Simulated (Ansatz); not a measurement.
**InSb: how the half-step-shifted k-point mesh moves the results**

Computed with DFT PBE, scalar-relativistic, plane waves, PAW (Ansatz 0.2.0).

```xyz
2
Lattice="3.0767 0.0000 0.0000 0.0000 3.0767 0.0000 0.0000 0.0000 6.2155" Properties=species:S:1:pos:R:3 pbc="T T T"
In    0.0000    0.0000    0.0000
Sb    0.0000    0.0000    3.1077
```

```
plane-wave cutoff : 420 eV
occupation rule   : Gaussian smearing, 0.1 eV
spin treatment    : unpolarised
```

The atoms stay fixed while the half-step-shifted k-point mesh is varied. ΔE is the energy extrapolated to zero smearing, less that of the reference run (14×14×8 Γ-centred mesh, Gaussian smearing 0.1 eV). The cell isn't necessarily relaxed at this level. Spin–orbit coupling is left out. Pressure is positive in compression.

```
shifted mesh  ΔE (meV/atom) P (GPa) irreducible points
     10×10×6          -28.2     0.20                  45
     12×12×6           9.23     0.56                  63
     14×14×6          -17.4     0.49                  84
```

This form isn't the usual stable structure of the compound.